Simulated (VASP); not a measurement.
Runs of VASP 6.6.1 on PbSe (Clausthalite). It takes space group Fm-3m (No. 225, cubic). Conventional cell: a = 6.121 Å, b = 6.121 Å, c = 6.121 Å, α = 90.00°, β = 90.00°, γ = 90.00°. Around Pb (site symmetry m-3m) lie 6 Se at 3.06 Å. Se (site symmetry m-3m) has 6 Pb at 3.06 Å as nearest neighbours. 

```csv
task,level,spin,cell,k mesh,cutoff (eV),smearing,grid for exact exchange (PRECFOCK),exchange at q = 0,mesh quality,gap on the mesh (eV),pressure (GPa)
single point,PBE0,"SOC, no magnetisation",as given,4 × 4 × 4,520,fermi-dirac 0.05 eV,Fast,truncated,coarse,-,1.0
relaxation of cell and atoms,PBE0,off,relaxed,4 × 4 × 4,600,fermi-dirac 0.05 eV,Fast,truncated,coarse,(a),0.0
single point,PBE,off,as given,8 × 8 × 8,520,gaussian 0.016 eV,-,-,not flagged,0.29,2.4
single point,PBE,off,as given,8 × 8 × 8,520,gaussian 0.015 eV,-,-,not flagged,0.29,2.4
```

Alike in all rows: potentials or basis VASP PAW PBE potentials, release 64 (Pb_d, Se).

Question: Estimate the missing entries.

Answer: (a) 1.37.

Caveats: some runs use coarse meshes; spin-orbit coupling is left out, which as a rule narrows the gap of such compounds by several tenths of an eV (some runs); the PAW data sets were made with another functional, which shifts forces and pressure a little (some runs).

A k mesh can miss the band edges, and rows without SOC leave out spin-orbit coupling on Pb, Se.
